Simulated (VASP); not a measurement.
Set up this calculation in VASP 6.6.1, as the native input.

```yaml
Task: relaxation of shape and atoms at fixed volume
Functional: PBEsol
Potentials_or_basis: VASP PAW PBE potentials, release 64 (W_sv, Se)
Cutoff: 600 eV
k_mesh: 9 × 9 × 2
Occupations: gaussian, width 0.03 eV
Spin: no spin polarisation
Further_INCAR_settings: ALGO = Normal; EDIFF = 1e-07; IBRION = 2; EDIFFG = -0.01; NSW = 40; ISIF = 4
```

The structure of WSe2 lies in POSCAR:

```
WSe2                                    
1.0
    3.3377727371      0.0000000000      0.0000000000
   -1.6688863686      2.8905959825      0.0000000000
    0.0000000000      0.0000000000     13.4794527662
  W               Se            
     2     4
Direct
     0.3333333332999970    0.6666666667000030    0.2500000000000000
     0.6666666667000030    0.3333333332999970    0.7500000000000000
     0.3333333332999970    0.6666666667000030    0.6231728638109004
     0.6666666667000030    0.3333333332999970    0.1231728638109004
     0.3333333332999970    0.6666666667000030    0.8768271361890996
     0.6666666667000030    0.3333333332999970    0.3768271361890996
```

The cell isn't the ideal one: a relaxed cell with its volume scaled by 1.06.

One way to write it, as run:

INCAR

```
PREC = Accurate
ENCUT = 600
EDIFF = 1E-7
ISMEAR = 0
SIGMA = 0.03
LREAL = False
LASPH = True
NELM = 80
ALGO = Normal
ISIF = 4
LWAVE = False
LCHARG = False
GGA = PS
IBRION = 2
NSW = 40
EDIFFG = -0.01
KPAR = 2
```

KPOINTS

```
regular mesh
0
Gamma
  9 9 2
```

Potentials or basis: VASP PAW PBE potentials, release 64 (W_sv, Se).

The run is started by

```console
$ cat potpaw_PBE.64/W_sv/POTCAR potpaw_PBE.64/Se/POTCAR > POTCAR
$ mpirun -np 2 vasp_std > vasp.out
```

It gave:

The energy gained by relaxing is 26.0 meV/atom, the ionic steps are 8 and the pressure after relaxing is -0.6 GPa. The band gap on the k mesh is 1.37 eV, indirect (least direct gap 1.60 eV).

Caveat: the PAW data sets were made with another functional, which shifts forces and pressure a little; spin-orbit coupling is left out, which moves the levels of the heavy elements; an odd mesh through Γ misses points on the zone boundary, where band edges often lie; this functional lacks dispersion, which binds the layers, so the pressure and a relaxed spacing across them are unreliable.

Wall time 2.6 min on 2 MPI ranks on Intel(R) Xeon(R) 6975P-C (Granite Rapids), on a shared host, peak memory 0.33 GiB a rank.
